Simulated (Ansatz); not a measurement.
## Does relaxation matter for the field gradients of ZrO2 with an O vacancy?

Start: a supercell of ZrO2 (space group P4_2/nmc) built from a Materials Project structure (computed, not necessarily an observed phase), with all atoms left at the host's positions.

```cif
data_Zr8O15
_symmetry_space_group_name_H-M 'Imm2'
_symmetry_Int_Tables_number 44
_cell_length_a 7.2003
_cell_length_b 7.2003
_cell_length_c 10.4503
_cell_angle_alpha 90.000
_cell_angle_beta 90.000
_cell_angle_gamma 90.000
loop_
_atom_site_label
_atom_site_type_symbol
_atom_site_symmetry_multiplicity
_atom_site_Wyckoff_symbol
_atom_site_fract_x
_atom_site_fract_y
_atom_site_fract_z
Zr1 Zr 4 c 0.7500 0.0000 0.2500
Zr2 Zr 4 c 0.7500 0.0000 0.7500
Zr5 Zr 4 d 0.5000 0.2500 0.5000
Zr6 Zr 4 d 0.5000 0.2500 0.0000
O9 O 2 b 0.5000 0.0000 0.9009
O10 O 2 a 0.0000 0.0000 0.4009
O11 O 2 a 0.5000 0.5000 0.4009
O12 O 2 b 0.5000 0.0000 0.6509
O13 O 2 b 0.0000 0.5000 0.6509
O14 O 2 a 0.5000 0.5000 0.1509
O15 O 2 a 0.5000 0.5000 0.6509
O16 O 8 e 0.7500 0.2500 0.5991
O20 O 8 e 0.7500 0.2500 0.3491
```

One atom of each set is listed; the run and its k-mesh use a cell of 23 atoms with edges of 7.30, 7.30, 7.30 Å.

The numbers come from a DFT calculation in Ansatz (PBE, plane waves and PAW, scalar-relativistic, 420 eV cutoff, Γ-centred 4×4×4 k-points, Fermi–Dirac smearing 0.01 eV, cell charge +2).

The largest force at the start is 3.7 eV/Å. Relaxing the ions at fixed cell moves them by 0.275 Å at most (atom 20, O) and 0.151 Å rms. End positions:

Zr1 (0.7571, 0.0000, 0.2435)
Zr2 (0.7545, 0.0000, 0.7484)
Zr5 (0.5000, 0.2649, 0.5052)
Zr6 (0.5000, 0.2556, 0.0033)
O9 (0.5000, 0.0000, 0.8914)
O10 (0.0000, 0.0000, 0.3898)
O11 (0.5000, 0.5000, 0.3904)
O12 (0.5000, 0.0000, 0.6289)
O13 (0.0000, 0.5000, 0.6588)
O14 (0.5000, 0.5000, 0.1422)
O15 (0.5000, 0.5000, 0.6337)
O16 (0.7522, 0.2494, 0.6075)
O20 (0.7196, 0.2310, 0.3584)

```
site  moved (Å)   first shell before    first shell after  V_zz before (10²¹ V/m²)  η before
 Zr1      0.085   7 O at 2.08–2.39 Å   7 O at 2.05–2.32 Å                    11.75      0.26
 Zr2      0.037   8 O at 2.08–2.39 Å   8 O at 2.09–2.36 Å                     4.96      0.28
 Zr5      0.120   7 O at 2.08–2.39 Å   7 O at 2.07–2.30 Å                    19.37      0.39
 Zr6      0.053   8 O at 2.08–2.39 Å   8 O at 2.09–2.53 Å                     5.73      0.18
  O9      0.100  4 Zr at 2.08–2.39 Å  4 Zr at 2.18–2.36 Å                    -0.61      0.82
 O10      0.116  4 Zr at 2.08–2.39 Å  4 Zr at 2.12–2.32 Å                     1.06      0.61
 O11      0.110  4 Zr at 2.08–2.39 Å  4 Zr at 2.07–2.31 Å                    -0.22      0.01
 O12      0.229  4 Zr at 2.08–2.39 Å  4 Zr at 2.22–2.30 Å                     3.67      0.32
 O13      0.083  4 Zr at 2.08–2.39 Å  4 Zr at 2.05–2.46 Å                     2.99      0.43
 O14      0.091  4 Zr at 2.08–2.39 Å  4 Zr at 2.09–2.28 Å                     0.84      0.38
 O15      0.180  4 Zr at 2.08–2.39 Å  4 Zr at 2.09–2.16 Å                     0.37      0.36
 O16      0.089  4 Zr at 2.08–2.39 Å  4 Zr at 2.09–2.32 Å                     1.04      0.57
 O20      0.275  4 Zr at 2.08–2.39 Å  4 Zr at 2.07–2.53 Å                     4.22      0.14
```

(1) How do the gradients change?

Answers

(1) 

```
site  V_zz after  η after  change of V_zz
 Zr1        3.76     0.42           -7.99
 Zr2       -3.42     0.66               –
 Zr5       13.98     0.10           -5.39
 Zr6        2.87     0.22           -2.86
  O9        0.42     0.66               –
 O10       -1.28     0.65           -2.34
 O11       -2.56     0.57           -2.34
 O12        3.37     0.17           -0.30
 O13        2.23     0.18           -0.76
 O14       -0.70     0.12               –
 O15       -0.96     0.07               –
 O16       -1.49     0.64               –
 O20        3.23     0.13           -0.99
```

The largest change of V_zz along a kept axis is on Zr1, from 11.75 to 3.76. Small gradients that grow severalfold: O11 (-0.22 to -2.56). In per cent, |V_zz| changes by -68 to -28 on Zr, -26 to -8 on O (all sites that start above 0.5, bar those whose gradient vanishes or changes sign or whose main axis turns by over 40°). Where |V_zz| stays above 0.1 and the axes keep their order, η moves most on O11, from 0.01 to 0.57. On Zr6, O20, O10 V_xx and V_yy change places (or their axes turn by over 50°), so the two values of η hide a larger change. V_zz changes sign on O10 (same axis). On Zr2, O16, O14, O9, O15 the largest principal value lies along another axis in the second run, so the two V_zz can't be compared directly. The host's own positions weren't relaxed first, so part of the change far from the defect can be the host's relaxation.

The defect repeats with the cell of 23 atoms, so it feels its images: sites between two images don't show the values beside a lone defect, and zeros or small values of η there can come from the images' arrangement. O and Zr carry a gradient in the pure host already, so the values there aren't the defect's effect alone. A uniform background compensates the cell's charge. Without spin–orbit coupling (the program notes it for Zr) the gradients are little affected as a rule: paired runs on crystals with a gap mostly move them by under 2 % at such atoms.
Before: The cell keeps the host's lattice, where the PBE pressure is 7 GPa (in a charged cell this depends on the convention for the mean potential). The neighbours have not yet relaxed around the defect (largest force 3.7 eV/Å), so the values at and beside it are those of a strained start, not of the defect in a real crystal.
